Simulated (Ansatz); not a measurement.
(001) slab cut from the bulk of WC, 15 Å of vacuum:

```xyz
8
Lattice="2.8984 0.0000 0.0000 -1.4492 2.5101 0.0000 0.0000 0.0000 24.8966" Properties=species:S:1:pos:R:3 pbc="T T T"
C     1.4492    0.8367    7.5000
W     0.0000    0.0000    8.9138
C     1.4492    0.8367   10.3276
W     0.0000    0.0000   11.7414
C     1.4492    0.8367   13.1552
W     0.0000    0.0000   14.5690
C     1.4492    0.8367   15.9828
W     0.0000    0.0000   17.3966
```

Theory: DFT PBEsol, scalar-relativistic, plane waves, PAW in Ansatz. Settings: cutoff 420 eV, Γ-centred mesh 12×12×1 on the computed 8-atom cell, Gaussian smearing of 0.10 eV; no spin polarisation. A dipole correction removes the field between periodic images along c.

This base run converges in 9 iterations with a largest force of 5.685 eV/Å and a work function of 4.99 eV on the top face.

One setting at a time is then changed, some of them on purpose to poor values; changes count from the base run, energies are extrapolated to zero smearing, γ keeps the base's bulk energy, atoms stay where they are, and risky runs are capped at 50 to 100 iterations.

(1) What does each change do? the slab thinned to 2 atoms (same faces, atoms at the bulk's places); vacuum of 5 Å; dipole ramp at c = 0.739; spin: collinear; occupations gaussian 0.5 eV; the slab thickened to 12 atoms (same faces, atoms at the bulk's places); cutoff 200 eV; vacuum of 7 Å; field of -0.3 V/Å along c.

Spin-orbit coupling is left out, which matters for the bands of heavy elements. In some of the runs (vacuum 5, ramp position 0.739, cutoff 200, vacuum 7) charge leaks into the vacuum, so their work functions can be off.

Answers

(1)
```tsv
change	outcome	SCF iterations	ΔE (meV/atom)	Δγ (J/m²)	Δφ top (eV)	largest force (eV/Å)	largest change of a force (eV/Å)
the slab thinned to 2 atoms (same faces, atoms at the bulk's places)	converged	9	+1904.1	-0.531	+0.40	6.294	
vacuum of 5 Å	converged with warnings	11	+2.4	+0.021	-2.03	5.675	0.081
dipole ramp at c = 0.739	converged with warnings	23	+351.4	+3.096		11.571	10.562
spin: collinear	converged with warnings	15	0.0	0.000	0.00	5.685	0.000
occupations gaussian 0.5 eV	converged	9	+0.9	+0.008	-0.01	5.031	0.654
the slab thickened to 12 atoms (same faces, atoms at the bulk's places)	converged	10	-237.9	+0.006	-0.02	5.569	
cutoff 200 eV	converged with warnings	10	+2536.2		+0.08	5.829	0.437
vacuum of 7 Å	converged with warnings	9	+0.2	+0.002	-0.29	5.684	0.004
field of -0.3 V/Å along c	converged	12	-0.9			5.685	0.006
```

The ramp of the dipole correction has to lie in the vacuum; near the atoms its field pushes on them.

Cost: 10 runs of about 8.5 core-minutes in all, on Intel Xeon Processor @ 2.50GHz (Skylake/Cascade Lake) (shared hosts).